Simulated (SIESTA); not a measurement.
Runs of SIESTA 5.4.2 on W. The structure is cubic, space group Im-3m (No. 229). Conventional cell: a = 3.165 Å, b = 3.165 Å, c = 3.165 Å, α = 90.00°, β = 90.00°, γ = 90.00°. Around W (site symmetry m-3m) lie 8 W at 2.74 Å. 

| task | level | potentials or basis | spin | U | cell | k mesh | force tolerance | hubbard projector method | broadening (eV) | window from (eV) | window to (eV) | energy shift | gap on the mesh (eV) | pressure (GPa) | moment (μB) |
| --- | --- | --- | --- | --- | --- | --- | --- | --- | --- | --- | --- | --- | --- | --- | --- |
| relaxation of cell and atoms | B86bPBE | PseudoDojo 0.4 standard (PBE files), SZ (energy shift 0.005 Ry) | off | - | relaxed from: volume scaled by 0.88 | 12 × 12 × 12 | 0.04 eV/Å | - | - | - | - | 0.005 Ry | none | 0.3 | - |
| single point | PBE | PseudoDojo 0.4 standard (PBE files), DZP (energy shift 0.002 Ry) | off | - | cell strained at random at fixed volume | 12 × 12 × 12 | - | - | - | - | - | 0.002 Ry | none | 10.6 | - |
| band structure | OLYP | PseudoDojo 0.5 stringent (PBE files), TZ (energy shift 0.002 Ry) | collinear, ferromagnetic start | - | cell strained at random at fixed volume | 12 × 12 × 11 | - | - | - | - | - | 0.002 Ry | none | 3.0 | 0.00 |
| density of states | PBE-libxc+U | PseudoDojo 0.4 standard (PBE files, fully relativistic), SZP (energy shift 0.01 Ry) | non-collinear, random start, SOC | W d U = 4 eV | volume scaled by 0.96 | 9 × 9 × 9 | - | 1 | 0.1 eV | -15 eV | 10 eV | 0.01 Ry | none | - | 0.00 |
| single point | PBE | PseudoDojo 0.4 standard (PBE files), DZP (energy shift 0.002 Ry) | off | - | as given | 12 × 12 × 12 | - | - | - | - | - | 0.002 Ry | none | 10.3 | - |
| atomic charges | revPBE+D4 | PseudoDojo 0.5 standard (PBE files), DZDP (energy shift 0.002 Ry) | collinear, ferromagnetic start | - | as given | 12 × 12 × 12 | - | - | - | - | - | 0.002 Ry | none | 2.4 | 0.00 |
| atomic charges | PW86PBE+U | PseudoDojo 0.4 standard (PBE files), SZ (energy shift 0.002 Ry) | off | W d U = 6 eV | as given | 12 × 12 × 12 | - | 1 | - | - | - | 0.002 Ry | none | (a) | - |

Alike in all rows: smearing fermi-dirac 0.05 eV; grid cutoff 800 Ry.

**Question.** Fill in the values left out.

**Answer.** (a) 3.6.

Caveats: the basis of atomic orbitals isn't converged, which shifts pressures, moduli and gaps; the potentials were made for another functional, which shifts forces and pressure (some runs); semicore shells carry a single zeta, which can move pressures by several GPa and volumes by a few percent (some runs); the basis has no polarisation orbitals (some runs); short orbitals over semicore shells can move pressures by several GPa (some runs); the U is typed as a test and isn't derived for this compound (some runs); spin-orbit coupling is left out, which moves the levels of the heavy elements (some runs).

A k mesh can miss the band edges, and rows without SOC leave out spin-orbit coupling on W.

A gap of «none» marks a metal or a gap under the smearing width.
